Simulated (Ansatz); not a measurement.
Runs of Ansatz 0.2.0 on SiC (Moissanite). It takes space group P6_3mc (No. 186, hexagonal). The conventional cell has a = 3.076 Å, b = 3.076 Å, c = 5.048 Å, α = 90.00°, β = 90.00°, γ = 120.00°. Si (site symmetry 3m) is surrounded by 4 C at 1.87 to 1.94 Å. Around C (site symmetry 3m) lie 4 Si at 1.87 to 1.94 Å. 

| task | level | potentials or basis | cell | k mesh | cutoff (eV) | smearing | atoms under strain | points for each segment of the path | gap on the mesh (eV) | pressure (GPa) | V0 of scaled cells (Å³/atom) | relaxed volume (Å³/atom) | B0 (GPa) | largest force (eV/Å) |
| --- | --- | --- | --- | --- | --- | --- | --- | --- | --- | --- | --- | --- | --- | --- |
| equation of state | LDA | JTH PAW LDA | as given | 10 × 10 × 5 | 780 | fermi-dirac 0.05 eV | - | - | - | - | 10.14 | - | 230 | - |
| elastic constants | PBE | Ansatz PAW | as given | 8 × 8 × 5 | 420 | fixed | clamped | - | 2.58 | 3.7 | - | - | - | 0.75 |
| band structure | m-r2SCAN | Ansatz PAW | as given | 10 × 10 × 5 | 500 | fermi-dirac 0.05 eV | - | 14 | (b) | 0.2 | - | - | - | 0.77 |
| single point | PBE | Ansatz PAW | as given | 10 × 10 × 5 | 250 | fermi-dirac 0.05 eV | - | - | 2.47 | 5.4 | - | - | - | 0.82 |
| relaxation of cell and atoms | exchange-only PBE | Ansatz PAW | relaxed | 10 × 10 × 5 | 420 | fermi-dirac 0.05 eV | - | - | 2.89 | 0.0 | - | 11.40 | - | - |
| equation of state | BLYP+D3(BJ) | Ansatz PAW | as given | 10 × 10 × 5 | 420 | fermi-dirac 0.05 eV | - | - | - | - | 10.26 | - | 216 | - |
| relaxation of cell and atoms | RPBE+D3(BJ) | Ansatz PAW | relaxed | 10 × 10 × 5 | 420 | fermi-dirac 0.05 eV | - | - | 2.36 | 0.0 | - | (a) | - | - |

Alike in all rows: no spin polarisation.

Question: Fill in the values left out.

Answer: (a) 9.63; (b) 2.85.

Caveats: odd divisions of the mesh miss points on the zone boundary, where band edges often lie, so the gap on the mesh can be too wide (some runs); the PAW data sets come from PBE, with cores solved anew for the run's functional, which leaves a small shift of forces and pressure (some runs); the cell was scaled at fixed shape and fractional positions, which overstates the stiffness of a crystal with free parameters, most of all of layers and chains (some runs); the plane-wave basis is chosen anew once the cell has moved, so the energies of steps on either side of that aren't comparable (some runs); the cell is more than 3 GPa from zero pressure, which shifts response properties (some runs); the k mesh misses the band edges, so the gap on the mesh is wider than the one along the path (some runs); the pressure holds a Pulay correction of +16.2 GPa for the finite cutoff (some runs).
